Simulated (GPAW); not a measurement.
# GaAs (F-43m) in GPAW: band structure with TPSS

Aim: the band structure of GaAs with TPSS.

Everything below comes from runs of GPAW 26.7.0. Logs are shortened: lines on timing, memory, paths and dates and some standing lists are left out, and cuts for length are marked. The log counts tension as positive stress, the text compression.

**Measured values to compare with.**

From “Evidence of valence band perturbations in GaAsN/GaAs(001): A combined variable-angle spectroscopic ellipsometry and modulated photoreflectance investigation”, 2008, arxiv:0805.2212, for a bulk crystal of GaAs at 300 K: band gap 1.412 ± 0.01 eV (direct).

The runs below are set against these values where they give the same quantity.

## (1) Starting point

It takes space group F-43m (No. 216, cubic). Conventional cell: a = 5.654 Å, b = 5.654 Å, c = 5.654 Å, α = 90.00°, β = 90.00°, γ = 90.00°. As (site symmetry -43m) is surrounded by 4 Ga at 2.45 Å. Around Ga (site symmetry -43m) lie 4 As at 2.45 Å.

## (2) Band structure, TPSS, spin-orbit coupling, no magnetisation

File run.py:

```python
import numpy as np
from ase.dft.bandgap import bandgap
from ase.io import read, write
from ase.units import GPa
from gpaw import GPAW, PW
from gpaw.spinorbit import soc_eigenstates

atoms = read('GaAs.cif')

calc = GPAW(mode=PW(600),
            xc='MGGA_X_TPSS+MGGA_C_TPSS',
            kpts={'size': (8, 8, 8), 'gamma': True},
            occupations={'name': 'fermi-dirac', 'width': 0.05},
            nbands=11,
            convergence={'density': 1e-05, 'energy': 1e-05},
            eigensolver='davidson',
            maxiter=150,
            txt='gpaw.txt')
atoms.calc = calc
energy = atoms.get_potential_energy()
forces = atoms.get_forces()
stress = atoms.get_stress()
calc.write('gs.gpw')
write('result.traj', atoms)
print(f'Energy: {energy:.6f} eV')
print('Forces (eV/A):')
print(forces.round(4))
print('Stress (GPa):', (stress / GPa).round(3))
print('Fermi level:', round(calc.get_fermi_level(), 4), 'eV')
print(f'Gap: {bandgap(calc)[0]:.4f} eV, direct: {bandgap(calc, direct=True)[0]:.4f} eV')

path = atoms.cell.bandpath('GXWKGLUWLK,UX', npoints=100, eps=1e-4)
bs_calc = calc.fixed_density(kpts=path, symmetry='off', nbands=21,
                             convergence={'bands': 'CBM+6.0', 'eigenstates': 1e-6}, txt='bands.txt')
bs = bs_calc.band_structure()
bs.write('bs.json')
print(f'Gap on the path: {bandgap(bs_calc)[0]:.4f} eV')

soc = soc_eigenstates(bs_calc, theta=0, phi=0, ignore_xc_potential=True)
np.savetxt('soc_bands.dat', soc.eigenvalues(), fmt='%.4f')
mesh = soc_eigenstates('gs.gpw', theta=0, phi=0, ignore_xc_potential=True)
np.savetxt('soc_mesh.dat', mesh.eigenvalues(), fmt='%.4f')
print('Fermi level with spin-orbit coupling:', round(mesh.fermi_level, 4), 'eV')
```

File GaAs.cif:

```cif
data_GaAs
_cell_length_a 3.99776961
_cell_length_b 3.99776961
_cell_length_c 3.99776961
_cell_angle_alpha 60.00000000
_cell_angle_beta 60.00000000
_cell_angle_gamma 60.00000000
_space_group_name_H-M_alt 'P1'
_space_group_name_Hall 'P 1'
_space_group_IT_number 1
loop_
_space_group_symop_operation_xyz
'x,y,z'
loop_
_atom_site_label
_atom_site_type_symbol
_atom_site_symmetry_multiplicity
_atom_site_Wyckoff_symbol
_atom_site_fract_x
_atom_site_fract_y
_atom_site_fract_z
_atom_site_occupancy
As1 As 1 a 0.7500000000 0.7500000000 0.7500000000 1
Ga1 Ga 1 a 0.0000000000 0.0000000000 0.0000000000 1
```

Potentials or basis: GPAW PAW data sets (gpaw-data 1.2.1), pw.

Launch:

```bash
$ OMP_NUM_THREADS=1 python run.py
```

gpaw.txt:

```text
__  _  _
 | _ |_)|_||  |
 |__||  | ||/\| - 26.7.0

Input parameters:
  mode=PW(ecut=600.0),
  convergence={'density': 1e-05, 'energy': 1e-05},
  eigensolver=Davidson(niter=2),
  kpts=MonkhorstPack(size=(8, 8, 8), gamma=True),
  maxiter=150,
  nbands=11,
  occupations=Occupations(name='fermi-dirac', width=0.05),
  xc=XC(name='MGGA_X_TPSS+MGGA_C_TPSS')

Diagonalizing LCAO Hamiltonian
Converting LCAO to pw mode

                         As

       Ga

Atoms  # Å, Bohr magnetons
|   | symbol |        x |        y |        z |    initial magnetic moments |
|---|--------|----------|----------|----------|-----------------------------|
| 0 |     As | 5.996654 | 3.462170 | 2.448124 | ( 0.0000,  0.0000,  0.0000) |
| 1 |     Ga | 0.000000 | 0.000000 | 0.000000 | ( 0.0000,  0.0000,  0.0000) |

Unit cell  # Å
| periodic |        x |        y |        z |  lengths |    angles |
|----------|----------|----------|----------|----------|-----------|
|      yes | 3.997770 | 0.000000 | 0.000000 | 3.997770 | 60.000000 |
|      yes | 1.998885 | 3.462170 | 0.000000 | 3.997770 | 60.000000 |
|      yes | 1.998885 | 1.154057 | 3.264165 | 3.997770 | 60.000000 |

Number of symmetries: 24
Symmetry operations  # r_c * U_cc + t_c -> r_c
|    | kind |            matrix            |
|----|------|------------------------------|
|  0 |  E   |  1, 0, 0,  0, 1, 0,  0, 0, 1 |
|  1 |  σ   |  1, 0, 0,  0, 0, 1,  0, 1, 0 |
|  2 |  σ   |  1, 0,-1,  0, 1,-1,  0, 0,-1 |
|  3 |  C3  |  1, 0,-1,  0, 0,-1,  0, 1,-1 |
|  4 |  C3  |  1,-1, 0,  0,-1, 1,  0,-1, 0 |
|  5 |  σ   |  1,-1, 0,  0,-1, 0,  0,-1, 1 |
|  6 |  σ   |  0, 1, 0,  1, 0, 0,  0, 0, 1 |
|  7 |  C3  |  0, 1, 0,  0, 0, 1,  1, 0, 0 |
|  8 |  C2  |  0, 1,-1,  1, 0,-1,  0, 0,-1 |
|  9 |  S4  |  0, 1,-1,  0, 0,-1,  1, 0,-1 |
| 10 |  C3  |  0, 0, 1,  1, 0, 0,  0, 1, 0 |
| 11 |  σ   |  0, 0, 1,  0, 1, 0,  1, 0, 0 |
| 12 |  S4  |  0, 0,-1,  1, 0,-1,  0, 1,-1 |
| 13 |  C3  |  0, 0,-1,  0, 1,-1,  1, 0,-1 |
| 14 |  S4  |  0,-1, 1,  1,-1, 0,  0,-1, 0 |
| 15 |  C2  |  0,-1, 1,  0,-1, 0,  1,-1, 0 |
| 16 |  C3  |  0,-1, 0,  1,-1, 0,  0,-1, 1 |
| 17 |  S4  |  0,-1, 0,  0,-1, 1,  1,-1, 0 |
| 18 |  S4  | -1, 1, 0, -1, 0, 1, -1, 0, 0 |
| 19 |  C3  | -1, 1, 0, -1, 0, 0, -1, 0, 1 |
| 20 |  C3  | -1, 0, 1, -1, 1, 0, -1, 0, 0 |
| 21 |  S4  | -1, 0, 1, -1, 0, 0, -1, 1, 0 |
| 22 |  σ   | -1, 0, 0, -1, 1, 0, -1, 0, 1 |
| 23 |  C2  | -1, 0, 0, -1, 0, 1, -1, 1, 0 |

BZ-sampling:
  Number of BZ points: 512
  Number of IBZ points: 29

  Monkhorst-Pack size: [8, 8, 8]
  Monkhorst-Pack shift: [0.0625, 0.0625, 0.0625]

K-points  # in reciprocal-cell coordinates
|     |                                coordinates |     weight |
|-----|--------------------------------------------|------------|
|   0 | (  0.00000000,   0.00000000,   0.00000000) | 0.00195312 |
|   1 | (  0.12500000,   0.12500000,   0.00000000) | 0.01171875 |
|   2 | (  0.12500000,   0.12500000,   0.12500000) | 0.01562500 |
|   3 | (  0.25000000,   0.12500000,   0.12500000) | 0.02343750 |
|   4 | (  0.25000000,   0.25000000,   0.00000000) | 0.01171875 |
|   5 | (  0.25000000,   0.25000000,   0.12500000) | 0.04687500 |
|   6 | (  0.25000000,   0.25000000,   0.25000000) | 0.01562500 |
|   7 | (  0.37500000,   0.25000000,  -0.37500000) | 0.04687500 |
|   8 | (  0.37500000,   0.25000000,   0.12500000) | 0.04687500 |
|   9 | (  0.37500000,   0.25000000,   0.25000000) | 0.04687500 |
| ... |                                            |            |
|  28 | (  0.50000000,   0.50000000,   0.50000000) | 0.00781250 |

Plane wave coefficients: 1540
Cutoff: 600.0 eV

Spin-components: 1 (collinear spins)
Bands:           11
Projectors:      10
Spin-degeneracy: 2
Datatype:        complex128

Parallelization:
  kpt:    1
  domain: 1
  band:   1

Density:
  Valence electrons: 8.0
  Components: 1
  Grid points: [24 24 24]
  Charge: 0.0  # |e|

Potential:
  Grid points: [24 24 24]

species:
  As:
    name:    Arsenic
    Z:       33.0
    valence: 5
    core:    28
    charge:  0.0  # [|e|]
    compensation charges:
      type: gauss
      rc: 0.33  # [Å]
      lmax: 2
    cutoffs:
      filter: 1.87  # [Å]
      core: 2.96  # [Å]
    projectors
    | kind |    occ | energy [eV] | rcut [Å] |
    |------|--------|-------------|----------|
    |   4s |  2.000 |     -14.487 |    1.058 |
    |   4p |  3.000 |      -5.196 |    1.058 |
    |    s |        |      12.725 |    1.058 |
    |    p |        |      22.016 |    1.058 |
    |    d |        |       0.000 |    1.058 |

    Using partial waves for As as LCAO basis

  Ga:
    name:    Gallium
    Z:       31.0
    valence: 3
    core:    28
    charge:  0.0  # [|e|]
    compensation charges:
      type: gauss
      rc: 0.37  # [Å]
      lmax: 2
    cutoffs:
      filter: 2.06  # [Å]
      core: 4.17  # [Å]
    projectors
    | kind |    occ | energy [eV] | rcut [Å] |
    |------|--------|-------------|----------|
    |   4s |  2.000 |      -8.945 |    1.164 |
    |   4p |  1.000 |      -2.580 |    1.164 |
    |    s |        |      18.266 |    1.164 |
    |    p |        |      24.631 |    1.164 |
    |    d |        |       0.000 |    1.164 |

    Using partial waves for Ga as LCAO basis

Reference energy: -114387.645129  # eV

eigensolver:
  Davidson
  Converge bands: occupied
  niter=2

density mixing:
  MSR1-Mixer
  Pratt-step length: 0.05
  Maximum mixing coefficient: 0.75
  Old densities: 10
  SVD Regularization: 0.005
  Good broyden scale: 1.0
  Trust region scale: 1.0
  Backstep threshold: 4.0
  History deletion threshold: 6.0
  Fourier metric: weight=20.0, sigma=0.015

occupation numbers:
  Fermi-Dirac:
    width: 0.0500  # eV

poisson solver:
  ecut: 4800.0  # eV

xc functional:
  name: MGGA_X_TPSS+MGGA_C_TPSS with 2 nearest neighbor stencil

convergence criteria:
- Maximum integral of absolute [dens]ity change: 1e-05 electrons / valence electron
- Maximum [total energy] change in last 3 cyles: 1e-05 eV / valence electron
- Maximum integral of absolute [eigenst]ate change: 4e-08 eV^2 / valence electron
maximum number of iterations: 150

SCF iterations
|iter     | |      energy | eigst |  dens |
|---------|-|-------------|-------|-------|
|iter:   1| |   18.875706 | +2.54 |       |
|iter:   2| |  -23.013151 | -0.01 | -0.98 |
|iter:   3| |  -22.987119 | -2.22 | -0.90 |
|iter:   4| |  -22.979566 | -2.21 | -1.01 |
|iter:   5| |  -23.017929 | -2.66 | -1.32 |
|iter:   6| |  -22.995312 | -3.14 | -1.37 |
|iter:   7| |  -22.992540 | -4.35 | -1.57 |
|iter:   8| |  -22.990000 | -4.36 | -1.60 |
|iter:   9| |  -22.990277 | -5.37 | -1.70 |
|iter:  10| |  -22.989754 | -3.68 | -1.73 |
|iter:  11| |  -22.990870 | -4.72 | -2.10 |
|iter:  12| |  -22.990895 | -4.02 | -1.96 |
|iter:  13| |  -22.991281 | -4.32 | -2.45 |
|iter:  14| |  -22.991282 | -6.21 | -3.97 |
|iter:  15| |  -22.991282c| -7.37 | -4.32 |
|iter:  16| |  -22.991282c| -8.34c| -4.83 |
|iter:  17| |  -22.991282c| -9.58c| -5.60c|

Converged in 17 steps
Energy contributions relative to reference atoms: (reference = -114387.645129)

Energy contributions:
  Kinetic:          24.277794
  Coulomb:         -21.384723
  Zero:              0.055687
  External:          0.000000
  Xc:              -25.940038
  Entropy:          -0.000004
  Spinorbit:         0.000000
  ----------------------------
  Free energy:     -22.991284
  Extrapolated:    -22.991282

dipole moment: (-15.499785, -8.948805, -6.327761)  # |e|*Ang

Fermi level: 5.257
Eigenvalues  # (at kpt = [0.000, 0.000, 0.000])
| band index |      eig [eV] | occ [0-2] |
|------------|---------------|-----------|
|          0 |        -7.996 |     2.000 |
|          1 |         4.868 |     1.999 |
|          2 |         4.868 |     1.999 |
|          3 |         4.868 |     1.999 |
|          4 |         5.588 |     0.003 |
|          5 |         8.756 |     0.000 |
|          6 |         8.756 |     0.000 |
|          7 |         8.756 |     0.000 |
|          8 |        12.576 |     0.000 |
|          9 |        15.155 |     0.000 |
|         10 |        15.159 |     0.000 |

Gap: 0.720 eV
Transition (v -> c):
  (s=0, k=0, n=3, [0.00, 0.00, 0.00]) -> (s=0, k=0, n=4, [0.00, 0.00, 0.00])
No difference between direct/indirect transitions

Forces  # eV/Ang
|       x |        y |        z |
|---------|----------|----------|
| 0.00000 | -0.00000 | -0.00000 |  # As   0
| 0.00000 |  0.00000 | -0.00000 |  # Ga   1

Stress tensor  # eV/Ang^3
|         x |         y |         z |
|-----------|-----------|-----------|
| -0.020782 |  0.000000 |  0.000000 |
|  0.000000 | -0.020782 |  0.000000 |
|  0.000000 |  0.000000 | -0.020782 |

# Writing to gs.gpw (mode='')
```

It took 44 s on 1 thread of AMD EPYC 9R45 (Zen 5), shared host; peak memory 0.35 GiB.

Results:

| Item | Value |
| --- | --- |
| Free energy | -22.9913 eV |
| Pressure | 3.3 GPa |
| Band gap on the k mesh | 0.60 eV, direct |
| Band gap along the path | 0.60 eV, direct |

Levels at the corners of the path, in eV from the valence-band top:
```csv
point,band 4,band 5,band 6,band 7,band 8,band 9,band 10,band 11,band 12,band 13
Γ,-0.35,0.00,0.00,0.00,0.00,0.60,0.60,3.64,3.64,3.84
X,-6.95,-2.86,-2.86,-2.77,-2.77,1.38,1.38,1.61,1.61,10.28
W,-6.71,-3.79,-3.66,-3.51,-3.47,4.53,4.66,4.72,4.75,5.45
K,-6.72,-4.07,-4.00,-2.39,-2.39,1.91,1.91,4.61,4.67,8.02
Γ,-0.35,0.00,0.00,0.00,0.00,0.60,0.60,3.64,3.64,3.84
L,-6.79,-1.37,-1.37,-1.15,-1.15,1.02,1.02,4.62,4.62,4.71
U,-6.72,-4.07,-4.00,-2.39,-2.39,1.91,1.91,4.61,4.67,8.02
W,-6.71,-3.79,-3.66,-3.51,-3.47,4.53,4.66,4.72,4.75,5.45
L,-6.79,-1.37,-1.37,-1.15,-1.15,1.02,1.02,4.62,4.62,4.71
K,-6.72,-4.07,-4.00,-2.39,-2.39,1.91,1.91,4.61,4.67,8.02
U,-6.72,-4.07,-4.00,-2.39,-2.39,1.91,1.91,4.61,4.67,8.02
X,-6.95,-2.86,-2.86,-2.77,-2.77,1.38,1.38,1.61,1.61,10.28
```

Caveat: spin-orbit coupling was added after a scalar SCF, so levels and gaps hold it while energy, forces, pressure and moments don't; this program's spin-orbit splittings come out too wide for heavy elements; the PAW data sets were made with another functional, which shifts forces and pressure a little.

## (3) How close it comes

Step 2. Measured gap of GaAs: 1.412 eV (direct; 300 K; “Evidence of valence band perturbations in GaAsN/GaAs(001): A combined variable-angle spectroscopic ellipsometry and modulated photoreflectance investigation”, 2008, arxiv:0805.2212). This calculation gives 0.60 eV (-0.81 eV). 3 values of this kind are on record (1.412 to 1.51 eV); this one was drawn at random among those near their median, those with a stated uncertainty first. The value is that of TPSS, without temperature or zero-point motion.
